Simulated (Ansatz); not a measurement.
Consider the hydrogen abstraction from the O–H bond: `OB(F)F` + `F[C](F)F`• → `[O]B(F)F`• + `FC(F)F`.

Isolated molecules relaxed with PBE0-D4/def2-TZVP in Ansatz; ΔE leaves out vibrations. CCSD(T)/CBS is the MP2 limit (def2-TZVPP, def2-QZVPP) plus CCSD(T) − MP2 in def2-TZVPP, frozen cores. This one scheme is used for every species. Functionals use def2-TZVPP. Open shells (•) are unrestricted, without spin–orbit coupling. Each species was taken in one conformer, which may not be the lowest.

Problem. Is it downhill or uphill in electronic energy at CCSD(T)/CBS, and by how much? (Best estimate.)

Solution. The calculation gave: Uphill: ΔE = +59.7 kJ/mol.

Problem. What do these levels give: CAM-B3LYP-D4, B2PLYP, RPA@PBE/def2-TZVPP, MP2/def2-TZVPP, CCSD/def2-TZVPP, HF/def2-QZVPP? (Best estimate.)

Solution. Ansatz gave: CAM-B3LYP-D4 58.6, B2PLYP 59.4, RPA@PBE/def2-TZVPP 45.5, MP2/def2-TZVPP 76.4, CCSD/def2-TZVPP 48.9, HF/def2-QZVPP 9.5 kJ/mol.

Problem. What do rigid-rotor, harmonic-oscillator terms from PBE0-D4/def2-TZVP frequencies (298.15 K, 1 bar) make of the CCSD(T)/CBS value? (Estimate.)

Solution. Ansatz gave: ΔZPE = +0.8 kJ/mol, ΔH = +60.3 kJ/mol, ΔS = -7 J/(mol·K), ΔG = +62.3 kJ/mol. Open shells count their whole term as degenerate.

Largest T1 diagnostic among the species: 0.014.

From PBE to PBE0 (25 % exact exchange), in def2-TZVPP and without D4, ΔE moves by −6.8 kJ/mol. In def2-TZVPP, CCSD(T) changes the Hartree–Fock value by +44.5 kJ/mol (the triples alone add +4.4 kJ/mol) and MP2 by +67.7 kJ/mol. Leaving LDA and LC-ωPBE aside and taking each functional with its dispersion term where it has one, the values, not all of them listed here, spread over 26.4 kJ/mol, from BHLYP-D4 to PBE-D4. LDA lies +25.6 kJ/mol from PBE without D4.
